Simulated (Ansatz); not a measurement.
Take GaP in the zinc blende structure (space group F-43m, No. 216; a = 5.439 Å) as the base.

One thing is altered: full substitution P → Fe; the structure is relaxed again.

Levels (all Ansatz, a quantum-chemistry and plane-wave program, PAW, earlier PAW set): PBEsol (420 eV, spin-orbit coupling left out); r2SCAN (500 eV, no spin-orbit coupling).

The geometry is relaxed with PBEsol.

| Quantity | Value |
|---|---|
| PBEsol magnetic state | ferromagnetic |
| PBEsol pressure | 0.0 GPa |
| PBEsol largest site moment | 2.36 μB |

Question: How does going to r2SCAN change the magnetic state, pressure and largest site moment?

Answer: The magnetic state stays ferromagnetic; the pressure goes from zero to 4.3 GPa; the largest site moment goes up by 0.321 μB (2.36 μB → 2.69 μB).

Other magnetic orders, which the real material may have, were not ruled out. Single points use the geometry relaxed with PBEsol. Their cutoffs differ, which shifts pressures a little. Stability against distortions was not tested. As relaxed here, GaFe is a hypothetical phase, not in the database extracts checked.
